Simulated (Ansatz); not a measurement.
Base system: CoPt (space group P4/mmm, No. 123; ferromagnetic; relaxed with 0.1 eV smearing).

```xyz
2
Lattice="2.6770 0.0000 0.0000 0.0000 2.6770 0.0000 0.0000 0.0000 3.7289" Properties=species:S:1:pos:R:3 pbc="T T T"
Co     1.3385     1.3385     1.8644
Pt     0.0000     0.0000     0.0000
```

Level of theory: Ansatz (an electronic-structure program), r2SCAN, PAW, cutoff 500 eV, no SOC.

For the base:

- Magnetic state = ferromagnetic
- Pressure = 0.0 GPa
- Band gap = zero

Now apply this change: every lattice vector is stretched by 0.26 %; the atoms relax in the strained cell.

### Question
Estimate the effect on the magnetic state, pressure, energy relative to the base and band gap.

### Answer
The magnetic state is still ferromagnetic; the pressure (mean of the normal stresses, compression positive) goes from zero to -1.7 GPa; the energy rises by 0.6 meV/atom; the band gap remains zero.

The magnetic state is the one reached from the starting moments; the real material's order can differ, and small cells can't hold many antiferromagnetic ones. Stability against distortions was not tested.
